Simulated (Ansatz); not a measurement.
Relaxation of AlCo

Method: DFT PBEsol, scalar-relativistic, plane waves, PAW (Ansatz). Settings: 420 eV cutoff, 18×18×18 k-mesh, Gaussian smearing of 0.10 eV, no spin polarisation.

What was changed: biaxial strain in the a-b plane, c and atoms relaxed: -2.0 %.

Command:

```bash
ansatz run input.yaml --threads 1 --pin off --max-ram 2560MiB --backend cpu --events-out ev --progress --plain --runs-dir out
```

Input:

```yaml
crystal:
  lattice:
    - [2.766133827, 0.0, 0.0]
    - [0.0, 2.766133827, 0.0]
    - [0.0, 0.0, 2.8564565642]
  atoms:
    - { symbol: Al, position: [0.0, 0.0, 0.0] }
    - { symbol: Co, position: [0.5, 0.5, 0.5] }
basis:
  ecutwfc: 420
kpoints:
  mp_grid: { grid: [18, 18, 18] }
hamiltonian:
  xc: pbesol
scf:
  occupations: { method: gaussian, width: 0.1 }
output:
  forces: true
  stress: true
  eigenvalues: true
relax:
  adjacent_minimum: "off"
  f_tol: 0.008
  max_steps: 40
  cell: { stress_tol: 0.015, fix: [a, b, gamma] }
```

F is the free energy. Steps run on the plane waves of an earlier cell, but the last one, and at times one on the way, on a freshly chosen basis, so a repeated geometry can differ a little in energy. The held parts of the cell keep their stress, so P needn't end at zero.

Steps:

| step | F − F(1) (eV) | largest force component (eV/Å) | V (Å³/atom) | P (GPa) |
| --- | --- | --- | --- | --- |
| 1 | 0.0000 | 0.000 | 10.928 | 6.01 |
| 2 | -0.0009 | 0.000 | 10.972 | 5.18 |
| 3 | -0.0012 | 0.000 | 11.020 | 4.29 |
| 4 | -0.0012 | 0.000 | 11.022 | 4.25 |
| 5 | -0.0014 | 0.000 | 11.022 | 4.27 |
| 6 | -0.0014 | 0.000 | 11.024 | 4.24 |
| 7 | -0.0014 | 0.000 | 11.024 | 4.24 |

Relaxed structure:

```xyz
2
Lattice="2.7661 0.0000 0.0000 0.0000 2.7661 0.0000 0.0000 0.0000 2.8815" Properties=species:S:1:pos:R:3 pbc="T T T"
Al    0.0000    0.0000    0.0000
Co    1.3831    1.3831    1.4407
```

It takes space group P4/mmm (No. 123, tetragonal). The conventional cell has a = 2.766 Å, b = 2.766 Å, c = 2.881 Å, α = 90.00°, β = 90.00°, γ = 90.00°. Al (site symmetry 4/mmm) has 8 Co at 2.43 Å and 4 Al at 2.77 Å as nearest neighbours. Co (site symmetry 4/mmm) has 8 Al at 2.43 Å and 4 Co at 2.77 Å as nearest neighbours.

The run converged. The run took 51 s on 1 thread of AMD EPYC 7R43 64-Core Processor (Zen 3) (shared host), peak memory 0.52 GiB.